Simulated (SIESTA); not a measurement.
SiNi3:

```
Ni Si
1.0
     3.54200    0.00000    0.00000
     0.00000    3.54200    0.00000
     0.00000    0.00000    3.54200
Ni Si
3 1
Direct
  0.50000 0.50000 0.00000
  0.50000 0.00000 0.50000
  0.00000 0.50000 0.50000
  0.00000 0.00000 0.00000
```

Base run:

| Property | Result |
| --- | --- |
| Program | SIESTA 5.4.2 |
| Functional | PBE |
| Potentials or basis | PseudoDojo 0.4 standard (PBE files) |
| Basis | DZP (energy shift 0.003 Ry; two zetas on semicore shells) |
| Grid cutoff | 800 Ry |
| Energy shift | 0.003 Ry |
| k mesh | 8 × 8 × 8 |
| Occupations | fermi-dirac, width 0.05 eV |
| Spin | collinear spin, ferromagnetic start |
| Starting moments | [1.0, 1.0, 1.0, 0.0] μB |

Its results: band gap on the k mesh none (metal or under the smearing width); pressure -5.6 GPa; net moment 0.00 μB per cell.

The run is repeated on the same cell with these changes: functional from PBE to PBEsol; potentials or basis from PseudoDojo 0.4 standard (PBE files) to PseudoDojo 0.4 standard (PBEsol files). What comes out?

Band gap on the k mesh none (metal or under the smearing width); pressure -13.8 GPa; net moment 0.00 μB per cell.

Caveats: short orbitals over semicore shells can move pressures by several GPa; the basis of atomic orbitals isn't converged, which shifts pressures, moduli and gaps.

Not every run made on this cell is shown here.
